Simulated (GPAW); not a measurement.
# CoO (R3m) in GPAW: further runs

Runs on CoO. Level: PBEsol. Tasks: single point.

Program: GPAW 26.7.0. These are calculated values, not measurements. Logs are shortened: lines on timing, memory, paths and dates and some standing lists are left out, and cuts for length are marked. The log counts tension as positive stress, the text compression.

## (1) The crystal as given

It takes space group R3m (No. 160, trigonal). The conventional cell has a = 3.076 Å, b = 3.076 Å, c = 7.699 Å, α = 90.00°, β = 90.00°, γ = 120.00°. Around Co (site symmetry 3m) lie 4 O at 1.89 to 1.91 Å. O (site symmetry 3m) is surrounded by 4 Co at 1.89 to 1.91 Å.

Measurements of this composition are mostly on another form, of space group No. 225.

## (2) Single point, PBEsol, collinear spin, ferromagnetic start, 10.52 Å³/atom

Contents of run.py:

```python
from ase import Atoms
from ase.dft.bandgap import bandgap
from ase.io import write
from ase.units import GPa
from gpaw import GPAW, PW, setup_paths

setup_paths.insert(0, '.')

atoms = Atoms(['Co', 'O'],
              cell=[[1.538131048, 0.8880403746, 2.5664708903],
                    [-1.538131048, 0.8880403746, 2.5664708903],
                    [0.0, -1.7760807492, 2.5664708903]],
              scaled_positions=[[0.99897832, 0.99897832, 0.99897832],
                                [0.75102103, 0.75102103, 0.75102103]],
              pbc=True)
atoms.set_initial_magnetic_moments([2.0, 0.0])

calc = GPAW(mode=PW(800),
            xc='PBEsol',
            kpts={'size': (7, 7, 7), 'gamma': True},
            occupations={'name': 'fermi-dirac', 'width': 0.05},
            nbands=17,
            convergence={'density': 1e-05, 'energy': 1e-05},
            maxiter=150,
            txt='gpaw.txt')
atoms.calc = calc
energy = atoms.get_potential_energy()
forces = atoms.get_forces()
stress = atoms.get_stress()
calc.write('gs.gpw')
write('result.traj', atoms)
print(f'Energy: {energy:.6f} eV')
print('Forces (eV/A):')
print(forces.round(4))
print('Stress (GPa):', (stress / GPa).round(3))
print('Moments:', calc.get_magnetic_moments().round(3))
print('Fermi level:', round(calc.get_fermi_level(), 4), 'eV')
print(f'Gap: {bandgap(calc)[0]:.4f} eV, direct: {bandgap(calc, direct=True)[0]:.4f} eV')
```

Potentials or basis: PAW data sets generated in the run's folder for this functional, pw.

Command:

```sh
gpaw-setup -f PBEsol Co O
OMP_NUM_THREADS=1 python run.py
```

gpaw.txt:

```text
__  _  _
 | _ |_)|_||  |
 |__||  | ||/\| - 26.7.0

Input parameters:
  mode=PW(ecut=800.0),
  convergence={'density': 1e-05, 'energy': 1e-05},
  kpts=MonkhorstPack(size=(7, 7, 7), gamma=True),
  maxiter=150,
  nbands=17,
  occupations=Occupations(name='fermi-dirac', width=0.05),
  xc=XC(name='PBEsol')

Diagonalizing LCAO Hamiltonian
Converting LCAO to pw mode

       Co

       O

Atoms  # Å, Bohr magnetons
|   | symbol |         x |        y |        z |    initial magnetic moments |
|---|--------|-----------|----------|----------|-----------------------------|
| 0 |     Co | -0.000000 | 0.000000 | 7.691546 | ( 0.0000,  0.0000,  2.0000) |
| 1 |      O |  0.000000 | 0.000000 | 5.782421 | ( 0.0000,  0.0000,  0.0000) |

Unit cell  # Å
| periodic |         x |         y |        z |  lengths |    angles |
|----------|-----------|-----------|----------|----------|-----------|
|      yes |  1.538131 |  0.888040 | 2.566471 | 3.121095 | 59.051902 |
|      yes | -1.538131 |  0.888040 | 2.566471 | 3.121095 | 59.051902 |
|      yes |  0.000000 | -1.776081 | 2.566471 | 3.121095 | 59.051902 |

Number of symmetries: 6
Symmetry operations  # r_c * U_cc + t_c -> r_c
|   | kind |            matrix            |
|---|------|------------------------------|
| 0 |  E   |  1, 0, 0,  0, 1, 0,  0, 0, 1 |
| 1 |  σ   |  1, 0, 0,  0, 0, 1,  0, 1, 0 |
| 2 |  σ   |  0, 1, 0,  1, 0, 0,  0, 0, 1 |
| 3 |  C3  |  0, 1, 0,  0, 0, 1,  1, 0, 0 |
| 4 |  C3  |  0, 0, 1,  1, 0, 0,  0, 1, 0 |
| 5 |  σ   |  0, 0, 1,  0, 1, 0,  1, 0, 0 |

BZ-sampling:
  Number of BZ points: 343
  Number of IBZ points: 44

  Monkhorst-Pack size: [7, 7, 7]
  Monkhorst-Pack shift: [0, 0, 0]

K-points  # in reciprocal-cell coordinates
|     |                                coordinates |     weight |
|-----|--------------------------------------------|------------|
|   0 | (  0.00000000,   0.00000000,   0.00000000) | 0.00291545 |
|   1 | (  0.14285714,   0.00000000,  -0.14285714) | 0.01749271 |
|   2 | (  0.14285714,   0.00000000,   0.00000000) | 0.01749271 |
|   3 | (  0.14285714,   0.14285714,  -0.14285714) | 0.01749271 |
|   4 | (  0.14285714,   0.14285714,   0.00000000) | 0.01749271 |
|   5 | (  0.14285714,   0.14285714,   0.14285714) | 0.00583090 |
|   6 | (  0.28571429,  -0.14285714,  -0.14285714) | 0.01749271 |
|   7 | (  0.28571429,   0.00000000,  -0.28571429) | 0.01749271 |
|   8 | (  0.28571429,   0.00000000,  -0.14285714) | 0.03498542 |
|   9 | (  0.28571429,   0.00000000,   0.00000000) | 0.01749271 |
| ... |                                            |            |
|  43 | (  0.42857143,   0.42857143,   0.42857143) | 0.00583090 |

Plane wave coefficients: 1095
Cutoff: 800.0 eV

Spin-components: 2 (collinear spins)
Bands:           17
Projectors:      11
Spin-degeneracy: 1
Datatype:        complex128

Parallelization:
  kpt:    1
  domain: 1
  band:   1

Density:
  Valence electrons: 15.0
  Components: 2
  Grid points: [21 21 21]
  Charge: 0.0  # |e|

Potential:
  Grid points: [21 21 21]

species:
  Co:
    name:    Cobalt
    Z:       27.0
    valence: 9
    core:    18
    charge:  0.0  # [|e|]
    compensation charges:
      type: gauss
      rc: 0.32  # [Å]
      lmax: 2
    cutoffs:
      filter: 1.87  # [Å]
      core: 2.55  # [Å]
    projectors
    | kind |    occ | energy [eV] | rcut [Å] |
    |------|--------|-------------|----------|
    |   4s |  2.000 |      -5.488 |    1.005 |
    |   4p |  0.000 |      -1.248 |    1.058 |
    |   3d |  7.000 |      -8.230 |    1.005 |
    |    s |        |      21.723 |    1.005 |
    |    p |        |      25.963 |    1.058 |
    |    d |        |      18.981 |    1.005 |

    Using partial waves for Co as LCAO basis

  O:
    name:    Oxygen
    Z:       8.0
    valence: 6
    core:    2
    charge:  0.0  # [|e|]
    compensation charges:
      type: gauss
      rc: 0.21  # [Å]
      lmax: 2
    cutoffs:
      filter: 1.17  # [Å]
      core: 0.83  # [Å]
    projectors
    | kind |    occ | energy [eV] | rcut [Å] |
    |------|--------|-------------|----------|
    |   2s |  2.000 |     -23.808 |    0.688 |
    |   2p |  4.000 |      -8.972 |    0.598 |
    |    s |        |       3.404 |    0.688 |
    |    p |        |      18.239 |    0.598 |
    |    d |        |       0.000 |    0.619 |

    Using partial waves for O as LCAO basis

Reference energy: -39902.827428  # eV

eigensolver:
  PPCG
  Converge bands: occupied
  niter=2

density mixing:
  MSR1-Mixer
  Pratt-step length: 0.05
  Maximum mixing coefficient: 0.75
  Old densities: 10
  SVD Regularization: 0.005
  Good broyden scale: 1.0
  Trust region scale: 1.0
  Backstep threshold: 4.0
  History deletion threshold: 6.0
  Fourier metric: weight=20.0, sigma=0.015

occupation numbers:
  Fermi-Dirac:
    width: 0.0500  # eV

poisson solver:
  ecut: 6400.0  # eV

xc functional:
  name: PBEsol with 2 nearest neighbor stencil

convergence criteria:
- Maximum integral of absolute [dens]ity change: 1e-05 electrons / valence electron
- Maximum [total energy] change in last 3 cyles: 1e-05 eV / valence electron
- Maximum integral of absolute [eigenst]ate change: 4e-08 eV^2 / valence electron
maximum number of iterations: 150

SCF iterations
|iter     | |      energy | eigst |  dens |  magmom |
|---------|-|-------------|-------|-------|---------|
|iter:   1| |  -16.194743 | +0.10 |       |  +2.0014|
|iter:   2| |  -16.021022 | -1.97 | -0.90 |  +2.0192|
|iter:   3| |  -15.626928 | -1.82 | -0.95 |  +2.0641|
|iter:   4| |  -15.641226 | -2.96 | -1.43 |  +2.0516|
|iter:   5| |  -15.658302 | -3.05 | -1.66 |  +2.0354|
|iter:   6| |  -15.659663 | -4.31 | -2.34 |  +2.0465|
|iter:   7| |  -15.660350 | -4.63 | -2.51 |  +2.0578|
|iter:   8| |  -15.660655 | -4.27 | -2.52 |  +2.0895|
|iter:   9| |  -15.660595 | -5.53 | -2.89 |  +2.1161|
|iter:  10| |  -15.660544c| -6.32 | -3.44 |  +2.1260|
|iter:  11| |  -15.660530c| -7.36 | -3.90 |  +2.1266|
|iter:  12| |  -15.660530c| -7.98c| -4.67 |  +2.1265|
|iter:  13| |  -15.660530c| -8.41c| -5.07c|  +2.1264|

Converged in 13 steps
Energy contributions relative to reference atoms: (reference = -39902.827428)

Energy contributions:
  Kinetic:          25.790776
  Coulomb:         -23.485382
  Zero:              0.145032
  External:          0.000000
  Xc:              -18.101938
  Entropy:          -0.018037
  Spinorbit:         0.000000
  ----------------------------
  Free energy:     -15.669548
  Extrapolated:    -15.660530

dipole moment: (0.000000, -0.000000, 22.852963)  # |e|*Ang

Total magnetic moment: (0.000000, 0.000000, 2.126422)

Local magnetic moments
|        x |        y |        z |
|----------|----------|----------|
| 0.000000 | 0.000000 | 1.834341 |  # Co   0
| 0.000000 | 0.000000 | 0.162184 |  # O    1

Fermi level: 7.574
Eigenvalues  # (at kpt = [0.000, 0.000, 0.000])
| band index |      eig [eV] | occ [0-1] |      eig [eV] | occ [0-1] |
|------------|---------------|-----------|---------------|-----------|
|          0 |       -13.126 |     1.000 |       -12.757 |     1.000 |
|          1 |         0.852 |     1.000 |         1.738 |     1.000 |
|          2 |         0.946 |     1.000 |         1.828 |     1.000 |
|          3 |         0.946 |     1.000 |         1.828 |     1.000 |
|          4 |         5.554 |     1.000 |         6.922 |     1.000 |
|          5 |         5.554 |     1.000 |         6.922 |     1.000 |
|          6 |         7.801 |     0.011 |         8.135 |     0.000 |
|          7 |         8.312 |     0.000 |        10.149 |     0.000 |
|          8 |         8.333 |     0.000 |        10.149 |     0.000 |
|          9 |         8.333 |     0.000 |        10.160 |     0.000 |
|         10 |        21.830 |     0.000 |        22.186 |     0.000 |
|         11 |        22.510 |     0.000 |        22.872 |     0.000 |
|         12 |        22.510 |     0.000 |        22.872 |     0.000 |
|         13 |        28.123 |     0.000 |        28.422 |     0.000 |
|        ... |               |           |               |           |
|         16 |        28.612 |     0.000 |        29.094 |     0.000 |

No gap
No difference between direct/indirect transitions

Forces  # eV/Ang
|        x |       y |        z |
|----------|---------|----------|
| -0.00000 | 0.00000 | -0.08920 |  # Co   0
|  0.00000 | 0.00000 |  0.08917 |  # O    1

Stress tensor  # eV/Ang^3
|         x |         y |         z |
|-----------|-----------|-----------|
| -0.009278 |  0.000000 | -0.000000 |
|  0.000000 | -0.009278 | -0.000000 |
|  0.000000 |  0.000000 |  0.009547 |

# Writing to gs.gpw (mode='')
```

Run time: 52 s. Hardware: 1 thread of Arm Neoverse V1, shared host; peak memory 0.17 GiB.

What came out:

- Free energy: -15.6695 eV
- Pressure: 0.5 GPa
- Largest force: 0.089 eV/Å
- Band gap on the k mesh: none (metal or under the smearing width)
- Net moment: 2.13 μB per cell
- Site moments: Co +1.83; O +0.16 μB

Caveat: the density grid can change from cell to cell, which puts small steps into energies and stress; a cell with one magnetic atom can't hold antiferromagnetic order, which such compounds often take; semilocal functionals often make such compounds metallic where correlation or magnetic order opens a gap, which also shifts bond lengths.

## (3) Single point, PBEsol, collinear spin, ferromagnetic start, 10.96 Å³/atom

run.py: that of step 2 with these lines changed.

```diff
@@ -9,5 +9,5 @@
 atoms = Atoms(['Co', 'O'],
-              cell=[[1.538131048, 0.8880403746, 2.5664708903],
-                    [-1.538131048, 0.8880403746, 2.5664708903],
-                    [0.0, -1.7760807492, 2.5664708903]],
+              cell=[[1.5701754449, 0.9065412158, 2.5664708903],
+                    [-1.5701754449, 0.9065412158, 2.5664708903],
+                    [0.0, -1.8130824315, 2.5664708903]],
               scaled_positions=[[0.99897832, 0.99897832, 0.99897832],
```

Potentials or basis: PAW data sets generated in the run's folder for this functional, pw.

Command:

```sh
gpaw-setup -f PBEsol Co O
OMP_NUM_THREADS=1 python run.py
```

It took 61 s on 1 thread of Arm Neoverse V1, shared host; peak memory 0.17 GiB.

The run converged. Its results:

```
Free energy            : -15.6646 eV
Pressure               : -2.5 GPa
Largest force          : 0.081 eV/Å
Band gap on the k mesh : none (metal or under the smearing width)
Net moment             : 2.58 μB per cell
Site moments           : Co +2.19; O +0.21 μB
```

Caveat: the density grid can change from cell to cell, which puts small steps into energies and stress; a cell with one magnetic atom can't hold antiferromagnetic order, which such compounds often take; semilocal functionals often make such compounds metallic where correlation or magnetic order opens a gap, which also shifts bond lengths.
